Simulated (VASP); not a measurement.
Input of a VASP 6.6.1 run:

INCAR

```
  ALGO = Fast
  EDIFF = 0.05
  ENCUT = 520
  GGA = PE
  IBRION = 8
  ISIF = 2
  ISMEAR = 0
  LASPH = T
  LCHARG = F
  LEPSILON = T
  LREAL = F
  LWAVE = F
  NELM = 60
  NSW = 1
  PREC = Accurate
  SIGMA = 0.02
```

Contents of KPOINTS:

```
k-points
0
Gamma
  12 12 12
```

Contents of POSCAR:

```
BAs                                     
1.0
    0.0000000000      2.4078581865      2.4078581865
    2.4078581865      0.0000000000      2.4078581865
    2.4078581865      2.4078581865     -0.0000000000
  B               As            
     1     1
Direct
     0.0000000000000000    0.0000000000000000    0.0000000000000000
     0.2500000000000000    0.2500000000000000    0.2500000000000000
```

Potentials or basis: VASP PAW PBE potentials, release 64 (B, As).

Command:

```sh
$ cat potpaw_PBE.64/B/POTCAR potpaw_PBE.64/As/POTCAR > POTCAR
$ mpirun -np 1 vasp_std > vasp.out
```

Q: Estimate the electronic dielectric tensor (diagonal).

A: 10.22.

Q: What does it give for the Born charges (mean of the diagonal)?

A: B -1.27; As +1.27 e.

Q: What does it give for the band gap on the k mesh?

A: 1.20 eV, indirect (least direct gap 3.24 eV).

Q: What does it give for the highest phonon frequency at Γ, LO-TO splitting left out?

A: 739 cm⁻¹.

Q: What does it give for the most unstable mode?

A: 32i cm⁻¹.

Born effective charge tensors (e):
atom 1, B
```
-1.27  0.00  0.00
 0.00 -1.27  0.00
 0.00  0.00 -1.27
```
atom 2, As
```
1.27 0.00 0.00
0.00 1.27 0.00
0.00 0.00 1.27
```

Caveat: some modes are imaginary. As with any semilocal functional, this PBE gap is likely too small.
